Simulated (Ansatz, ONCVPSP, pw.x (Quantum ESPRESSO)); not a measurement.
# From atom to crystal: ONCV potential for osmium (Os)

ONCVPSP 4.0.1.1 (patched build) input, shortened (lines: element, Z, core and valence counts, functional; n l f; lmax; l rc ep ncon nbas qcut; lloc lpopt rc5 dvloc0; l nproj debl; icmod fcfact rcfact), PBE, scalar-relativistic:

```
  Os 76.00   11    3        4      upf
    1    0    2.00
    2    0    2.00
    2    1    6.00
    3    0    2.00
    3    1    6.00
    3    2   10.00
    4    0    2.00
    4    1    6.00
    4    2   10.00
    4    3   14.00
    5    0    2.00
    5    1    6.00
    5    2    6.00
    6    0    2.00
    2
    0    2.35    0.00    4    8    2.30
    1    1.45    0.00    4    8    7.80
    2    1.45    0.00    4    9    9.30
    2    5    1.45    0.00
    0    3    3.30
    1    2    3.80
    2    0    1.40
    3    5.75    1.30
```

Atomic tests: cutoffs needed: 25 Ha and 32 Ha (the cutoffs (Ha) at which the residual kinetic energy of the hardest occupied pseudo-wave falls to 1 and 0.1 mHa per electron); ghost test: no bound ghost flagged; GHOST(+) flagged for s at 139.2 eV; largest excitation error: -35 meV (all-electron minus pseudo) for 5p6 5d6 6s0, out of 4 test configurations.

Crystal test: diamond Os in pw.x 7.5, no spin, 8³ k-points, Fermi–Dirac smearing 0.01 Ry, cutoffs 75/300 Ry. The reference is all-electron LAPW (Ansatz 0.2.0) with the same functional, mesh and smearing; V0 and B0 come from Birch–Murnaghan fits to the pressures at five volumes. Errors are pseudo minus all-electron; Δ is the rms difference of the E(V) curves that follow from these fits, minima aligned, over ±6 % about the mean V0. Mesh and smearing are coarse, so the numbers serve the comparison and aren't converged zero-temperature values; the lattice is a test structure that the element need not adopt.

```json
{"V (Å³/atom)": "20.307", "P all-electron (GPa)": "12.77", "P pseudo (GPa)": "10.63"}
{"V (Å³/atom)": "20.842", "P all-electron (GPa)": "6.37", "P pseudo (GPa)": "4.44"}
{"V (Å³/atom)": "21.376", "P all-electron (GPa)": "0.80", "P pseudo (GPa)": "-0.95"}
{"V (Å³/atom)": "21.910", "P all-electron (GPa)": "-4.04", "P pseudo (GPa)": "-5.63"}
{"V (Å³/atom)": "22.445", "P all-electron (GPa)": "-8.25", "P pseudo (GPa)": "-9.69"}
```

All-electron: a0 = 5.558 Å (V0 = 21.46 Å³/atom), B0 = 203.7 GPa.

Pseudopotential: mean pressure error (GPa): -1.77; a0 (Å): 5.542; a0 error (%): -0.29; B0 error (%): +0.6; Δ (meV/atom): 8.2.

Task: At the middle volume, how do free energy and pressure move when the wave cutoff is lowered (ecutrho kept at four times it)?

Result:

| cutoff (Ry) | shift of F (meV/atom) | shift of P (GPa) |
| --- | --- | --- |
| 34 | +2044.9 | -32.81 |
| 45 | +515.5 | -17.81 |
| 60 | +23.8 | -1.57 |

The run at the middle volume (29 k-points, 9 iterations) took about 68 s on one core of a shared host (Neoverse-N1, 64 threads, 124 GiB, load 51).
